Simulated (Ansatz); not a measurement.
AlN:

```xyz
4
Lattice="3.3121 0.0000 0.0000 -1.6561 2.8684 0.0000 0.0000 0.0000 4.1876" Properties=species:S:1:pos:R:3 pbc="T T T"
Al    1.6561    0.9561    1.0469
Al    0.0000    1.9123    3.1407
N     1.6561    0.9561    3.1407
N     0.0000    1.9123    1.0469
```

Measurements of this composition are mostly on another form, of space group No. 186.

Program: Ansatz 0.2.0. Alike in all runs: task single point; level HSE06 form with a typed share of exact exchange; potentials or basis Ansatz PAW; no spin polarisation; cell as given; k mesh 5 × 5 × 4; cutoff (eV) 420; smearing fermi-dirac 0.05 eV; the mesh is coarse, so values aren't converged.

Q: Order these runs on this cell by their band gap on the k mesh, lowest first.
A. screening (1/Å) 0.2; share of exact exchange 0.4
B. screening (1/Å) 0.2; share of exact exchange 0.1
C. screening (1/Å) 0.4; share of exact exchange 0.25
D. screening (1/Å) 0.1; share of exact exchange 0.25
E. screening (1/Å) 0.2; share of exact exchange 0.05

A: E (3.51 eV), B (3.76 eV), C (4.11 eV), D (4.85 eV), A (5.35 eV).

Caveats: all runs use coarse meshes; odd divisions of the mesh miss points on the zone boundary, where band edges often lie, so the gap on the mesh can be too wide.
